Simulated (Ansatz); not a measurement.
AlAs (started from an entry of an open crystallographic database), relaxed with r2SCAN: 5 runs in the PAW code Ansatz, each a calculation of independent-particle optics. The symmetry is F-43m (No. 216, cubic); conventional cell a = 5.678 Å, 22.88 Å³ an atom. Al is surrounded by 4 As at 2.46 Å; As is surrounded by 4 Al at 2.46 Å. Spin-unpolarised throughout.

```yaml
crystal:
  lattice:
    - [0.00000, 2.83893, 2.83893]
    - [2.83893, 0.00000, 2.83893]
    - [2.83893, 2.83893, 0.00000]
  atoms:
    - { symbol: Al, position: [0.00000, 0.00000, 0.00000] }
    - { symbol: As, position: [0.25000, 0.25000, 0.25000] }
```

On meshes this coarse, single peaks can be features of the mesh. No local fields, no excitons; the zone sum runs over the cells of the mesh, and ε∞ includes the bands left out of the spectrum. Up to four peaks are listed, those above 15 % of the tallest and inside the complete range; the four can differ from row to row. Rows marked drawn have settings drawn at random (some not listed).

| functional | k mesh | broadening (eV) | scissors (eV) | range (eV) | settings | direct gap on the mesh before scissors (eV) | ε∞ xx | ε∞ yy | ε∞ zz | complete up to (eV) | tallest peaks of mean ε₂ (eV) |
| --- | --- | --- | --- | --- | --- | --- | --- | --- | --- | --- | --- |
| PBE | 8×8×8 | 0.1 | 0.00 | 0–13 | chosen | 1.98 | 9.92 | 9.92 | 9.92 | 13.0 | 3.15 4.25 5.40 |
| r2SCAN | 8×8×8 | 0.1 | 0.00 | 0–13 | chosen | 2.63 | 8.43 | 8.43 | 8.43 | 13.0 | 3.70 4.70 5.90 |
| PBE | 8×8×8 | 0.1 | 0.93 (to HSE06) | 0–13 | chosen | 1.98 | 8.37 | 8.37 | 8.37 | 13.0 | 4.10 5.15 6.35 |
| LDA | 10×10×10 | 0.4 | 0.60 | 0–20 | drawn | 1.78 | 9.45 | 9.45 | 9.45 | 20.0 | 4.80 |

Q: Estimate from these rows what the further settings give.
```tsv
functional	k mesh	broadening (eV)	scissors (eV)	range (eV)	settings
LDA	8×8×8	0.1	0.00	0–13	chosen
```

A:

| functional | k mesh | broadening (eV) | scissors (eV) | range (eV) | settings | direct gap on the mesh before scissors (eV) | ε∞ xx | ε∞ yy | ε∞ zz | complete up to (eV) | tallest peaks of mean ε₂ (eV) |
| --- | --- | --- | --- | --- | --- | --- | --- | --- | --- | --- | --- |
| LDA | 8×8×8 | 0.1 | 0.00 | 0–13 | chosen | 1.78 | 10.38 | 10.38 | 10.38 | 13.0 | 3.00 4.15 5.35 |

The fundamental gap is indirect (1.46 eV with PBE on 8×8×8); the table holds the direct one.

Measured values to set these runs against:
- band gap: 3.018 eV (lowest direct gap at Gamma; 300 K; literature value quoted in the paper's theory part as model input; room temperature, no uncertainty given; direct gap, not the fundamental indirect gap; quoted in “Simultaneous Measurement of Mid-Infrared Refractive Indices in Thin-Film Heterostructures: Methodology and Results for GaAs/AlGaAs”, 2023, arxiv:2301.08293)
Semilocal gaps without a shift tend to lie below measured ones.

Spin-orbit coupling is left out.
